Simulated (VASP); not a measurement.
## TaN: single point with revTPSS+D3

TaN:

```
Ta N
1.0
     2.93800    0.00000    0.00000
    -1.46900    2.54438    0.00000
     0.00000    0.00000    2.88300
Ta N
1 1
Direct
  0.01435 0.00664 0.50670
  0.66342 0.31858 0.03028
```

The cell isn't the ideal one: atoms moved at random, drawn with an rms of 0.05 Å.

| Item | Value |
| --- | --- |
| Program | VASP 6.6.1 |
| Task | single point |
| Functional | revTPSS |
| Dispersion | D3 |
| Potentials or basis | VASP PAW PBE potentials, release 64 (Ta_sv_GW, N_GW) |
| Cutoff | 550 eV |
| k mesh | 10 × 10 × 9 |
| Occupations | tetrahedron |
| Spin | no spin polarisation |

```
Pressure                   : -7.7 GPa
Largest force              : 1.301 eV/Å
Band gap on the k mesh     : none (metal or under the smearing width)
Dispersion energy per atom : -0.534 eV
```

Forces on the atoms (eV/Å):
```
Ta  -0.290 -0.728  1.039
N    0.290  0.728 -1.039
```

Stress tensor (GPa, compression positive):
```
 -9.28   0.77  -0.53
  0.77 -10.72  -1.27
 -0.53  -1.27  -3.02
```

Levels at points of the mesh, in eV from the Fermi level:
```
           k point  band 6  band 7  band 8  band 9  band 10  band 11  band 12  band 13
(0.00, 0.00, 0.00)   -4.77   -4.61   -4.38   -2.77     2.01     3.26     3.79     4.14
(0.50, 0.00, 0.00)   -8.54   -5.36   -3.71   -3.05     3.13     3.98     5.25     5.39
(0.00, 0.50, 0.00)   -8.28   -5.08   -3.60   -3.22     3.07     4.04     4.70     5.34
(0.50, 0.50, 0.00)   -8.45   -5.27   -3.86   -2.90     3.09     3.99     5.18     5.30
```

Wall time 8.1 min on 1 thread of Intel(R) Xeon(R) Platinum 8488C (Sapphire Rapids), on a shared host, peak memory 0.33 GiB.

Caveat: the PAW data sets were made with another functional, which shifts forces and pressure a little; pairwise dispersion overbinds metals, which lowers pressure and volume; tetrahedron occupations give inexact forces and stress in metals. Spin-orbit coupling is left out, which matters for the levels of Ta.
